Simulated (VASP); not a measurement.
The system is Tb.

```
Tb
1.0
    -2.01000    2.01000    2.01000
     2.01000   -2.01000    2.01000
     2.01000    2.01000   -2.01000
Tb
1
Direct
  0.00000 0.00000 0.00000
```

This isn't the form of Tb at room conditions, which is hcp.

Base run:

| Quantity | Value |
| --- | --- |
| Program | VASP 6.6.1 |
| Functional | PBE |
| Potentials or basis | VASP PAW PBE potentials, release 64 (Tb_3), 4f in core |
| Cutoff | 520 eV |
| k mesh | 9 × 9 × 9 |
| Occupations | gaussian, width 0.02 eV |
| Spin | collinear spin, ferromagnetic start |
| Starting moments | [6.0] μB |

Its results: band gap on the k mesh none (metal or under the smearing width); pressure -0.2 GPa; net moment 0.56 μB per cell.

Q: The run is repeated on the same cell with these changes: functional from PBE to LDA; further incar settings from ALGO = Normal; EDIFF = 1.00e-07 to ALGO = Normal; EDIFF = 1e-06. What comes out?

A: Band gap on the k mesh none (metal or under the smearing width); pressure -4.5 GPa; net moment 0.00 μB per cell.

Caveats: the magnetic or orbital state may not be the lowest; spin-orbit coupling is left out, which moves the levels of the heavy elements; the 4f electrons are frozen in the core as for a trivalent ion, so they carry no moment and show no levels; ASE's xc='lda' writes no GGA tag, so the PBE potentials set the functional and the run is PBE (some runs); the PAW data sets were made with another functional, which shifts forces and pressure a little (some runs).
